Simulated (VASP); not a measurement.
The system is MoSe2.

```
Mo Se
1.0
     3.20410    0.00000    0.00000
    -1.60205    2.77483    0.00000
     0.00000    0.00000   12.87169
Mo Se
2 4
Direct
  0.33333 0.66667 0.25000
  0.66667 0.33333 0.75000
  0.33333 0.66667 0.62318
  0.66667 0.33333 0.12318
  0.33333 0.66667 0.87682
  0.66667 0.33333 0.37682
```

The cell isn't the ideal one: a relaxed cell with its volume scaled by 0.94.

```yaml
Program: VASP 6.6.1
Task: relaxation of shape and atoms at fixed volume
Functional: PBEsol
Potentials_or_basis: VASP PAW PBE potentials, release 64 (Mo_sv, Se)
Cutoff: 600 eV
k_mesh: 9 × 9 × 2
Occupations: gaussian, width 0.03 eV
Spin: no spin polarisation
```

At the start: pressure 9.4 GPa; volume 19.07 Å³/atom.

Question: Where does the relaxation end?

Answer: Over 8 steps the energy falls by 25.6 meV/atom; space group P6_3/mmc (No. 194, to 0.05 Å).

Step by step:
```
step  energy change (eV)  largest force (eV/Å)  pressure (GPa)
   1              0.0000                1.0649            9.36
   2             -0.0989                0.0090            4.26
   3             -0.1000                0.0862            4.71
   4             -0.1400                0.0605            3.65
   5             -0.1537                0.0283            2.68
   6             -0.1537                0.0266            2.64
   7             -0.1537                0.0181            2.44
   8             -0.1538                0.0001            2.52
```

Final structure:
```
Mo Se
1.0
     3.24516    0.00000    0.00000
    -1.62258    2.81039    0.00000
     0.00000    0.00000   12.54800
Mo Se
2 4
Direct
  0.33333 0.66667 0.25000
  0.66667 0.33333 0.75000
  0.33333 0.66667 0.61691
  0.66667 0.33333 0.11691
  0.33333 0.66667 0.88309
  0.66667 0.33333 0.38309
```

Caveat: the PAW data sets were made with another functional, which shifts forces and pressure a little; this functional lacks dispersion, which binds the layers, so the pressure and a relaxed spacing across them are unreliable.
